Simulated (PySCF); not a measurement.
# Which basis set comes closest?

Molecule: `CC(C)(C)O`, C$_{4}$H$_{10}$O.

Structure with atom numbers: `[CH3:1][C:2]([CH3:3])([CH3:4])[OH:5]` (H(Xn): hydrogen on atom n).

Geometry PBE0-D3(BJ)/def2-SVP throughout; GIAO in PySCF, gas phase, one conformer, non-relativistic; equivalent atoms averaged; functional PBE0.

Reference values (measured; solution, C6D5Cl, 298 K; Fulmer et al., Organometallics 2010, 29, 2176): δ(H(C1)/H(C3)/H(C4)) = 1.12 ppm, δ(C2) = 68.2 ppm, δ(C1/C3/C4) = 31.1 ppm. Computed shifts are taken against TMS, calculated as an isolated molecule at each level.

Question: How do the basis sets STO-3G, 6-31G, pcSseg-0, 6-31G*, def2-SVP, cc-pVDZ, pcSseg-1, 6-311+G(2d,p), aug-cc-pVDZ, def2-TZVP, IGLO-III, cc-pVTZ, pcSseg-2 perform against the reference? Times are CPU seconds on shared hosts with different chips, so compare them loosely.

Answer: 
```csv
basis set,functions,H(C1)/H(C3)/H(C4),C2,C1/C3/C4,abs. error H,mean abs. error C,core-s
STO-3G,35,0.88,58.0,25.2,0.24,8.1,5.3
6-31G,65,1.39,64.2,32.4,0.27,2.6,10
pcSseg-0,65,1.45,67.9,36.1,0.33,2.6,4.4
6-31G*,90,1.20,62.9,30.9,0.08,2.8,14
def2-SVP,120,1.09,63.2,31.7,0.03,2.8,17
cc-pVDZ,120,1.12,66.7,32.4,0.00,1.4,8.9
pcSseg-1,135,1.16,66.8,32.6,0.04,1.5,9.4
"6-311+G(2d,p)",195,1.11,67.3,31.4,0.01,0.6,38
aug-cc-pVDZ,205,1.20,67.0,30.9,0.08,0.7,20
def2-TZVP,215,1.12,68.9,32.2,0.00,0.9,45
IGLO-III,275,1.12,70.1,33.0,0.00,1.9,30
cc-pVTZ,290,1.12,68.2,32.1,0.00,0.5,33
pcSseg-2,320,1.14,70.8,33.5,0.02,2.5,44
```

For 1H the closest is cc-pVDZ (0.00 ppm, with def2-TZVP, IGLO-III, cc-pVTZ, 6-311+G(2d,p), pcSseg-2 practically level) and the furthest pcSseg-0 (0.33 ppm).

For 13C the closest is cc-pVTZ (0.5 ppm, with 6-311+G(2d,p), aug-cc-pVDZ practically level) and the furthest STO-3G (8.1 ppm). Where a smaller basis beats a larger one, errors probably cancel; the largest sets show where the functional converges. One molecule is a small sample, and vibrational and solvent effects are absent from the calculation.

A small basis that lands close on one nucleus may do so by chance; judge by the trend and by all nuclei.
